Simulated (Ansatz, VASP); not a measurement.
# Y in VASP and in Ansatz

The input INCAR:

```
SYSTEM = Y
PREC     = Accurate       ! precision mode
ENCUT    = 520            ! plane-wave cutoff, eV
EDIFF    = 1E-6           ! SCF threshold, eV
ISMEAR   = -1             ! smearing method
SIGMA    = 0.08           ! smearing width, eV
LREAL    = .False.        ! projectors in reciprocal space
LASPH    = .True.         ! aspherical terms in the spheres
NELM     = 80             ! most SCF steps
ALGO     = Normal         ! electronic algorithm
ISIF     = 2              ! what is computed and relaxed
LWAVE    = .False.        ! write WAVECAR
LCHARG   = .False.        ! write CHGCAR
GGA      = PE             ! functional
NBANDS   = 12             ! bands
```

Contents of KPOINTS:

```
Automatic mesh
0
Gamma
  12 12 12
  0 0 0
```

File POSCAR:

```
Y
1.0
    2.9811592474      0.0000000000      0.0000000000
    0.0000000000      2.9811592474      0.0000000000
    0.0000000000      0.0000000000      2.9811592474
Y
1
Direct
    0.0000000000      0.0000000000      0.0000000000
```

Input for Ansatz:

```yaml
crystal:
  lattice:
    - [2.9811592474, 0.0, 0.0]
    - [0.0, 2.9811592474, 0.0]
    - [0.0, 0.0, 2.9811592474]
  atoms:
    - { symbol: "Y", position: [0.0, 0.0, 0.0] }
kpoints:
  mp_grid: { grid: [12, 12, 12] }
scf:
  occupations: { method: fermi_dirac, width: 0.08 }
hamiltonian:
  xc: pbe
  pseudopotentials: { kind: all_electron, lapw: { basis_error: 0.001 } }
output:
  forces: true
  stress: true
  eigenvalues: true
  populations: true
```

Change from the starting cell: volume scaled by 0.76, LAPW.

Alike in both runs: task single point; functional PBE; k mesh 12 × 12 × 12; occupations fermi-dirac, width 0.08 eV; no spin polarisation.

|  | VASP | Ansatz |
| --- | --- | --- |
| version | VASP 6.6.1 | Ansatz 0.2.0 |
| potentials or method | VASP PAW PBE potentials, release 64 (Y_sv) | all-electron LAPW, scalar-relativistic |
| plane-wave cutoff (eV) | 520 | see its input |

|  | VASP | Ansatz | Ansatz less VASP |
| --- | --- | --- | --- |
| pressure (GPa) | 11.0 | 11.1 | +0.09 |

Ansatz ran all-electron here, so the differences hold the error of VASP's frozen core and of both bases.
